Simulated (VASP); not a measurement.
# MgO: single point with HSE06

MgO:

```
CELL_PARAMETERS angstrom
3.48402 0.00000 0.00000
-1.74201 3.01725 0.00000
0.00000 0.00000 4.18532
ATOMIC_POSITIONS crystal
Mg 0.33333 0.66667 0.25000
Mg 0.66667 0.33333 0.75000
O 0.66667 0.33333 0.25000
O 0.33333 0.66667 0.75000
```

The cell was built by a generator and needn't be a form met in nature.

- Program: VASP 6.6.1
- Task: single point
- Functional: HSE06
- Potentials or basis: VASP PAW PBE potentials, release 64 (Mg, O)
- Cutoff: 520 eV
- k mesh: 6 × 6 × 4
- Occupations: gaussian, width 0.01 eV
- Spin: no spin polarisation

```yaml
Pressure: -0.2 GPa
Band_gap_on_the_k_mesh: 5.02 eV, direct
```

Stress tensor (GPa, compression positive):
```
-0.13  0.00  0.00
 0.00 -0.13  0.00
 0.00  0.00 -0.33
```

Levels at points of the mesh, in eV from the valence-band top:
```tsv
k point	band 5	band 6	band 7	band 8	band 9	band 10	band 11	band 12
(0.00, 0.00, 0.00)	-1.87	-0.85	-0.85	0.00	5.02	11.27	14.27	14.44
(0.50, 0.00, 0.00)	-2.52	-2.09	-1.39	-0.56	8.69	10.98	11.58	14.14
(0.00, 0.00, 0.50)	-1.38	-1.38	-1.38	-1.38	8.15	8.15	14.78	14.78
(0.50, 0.00, 0.50)	-1.65	-1.65	-0.87	-0.87	9.02	9.02	14.09	14.09
```

Run time: 20 min on 1 thread of AMD EPYC 9R14 (Zen 4), on a shared host, peak memory 0.26 GiB.

Caveat: the PAW data sets were made with another functional, which shifts forces and pressure a little.
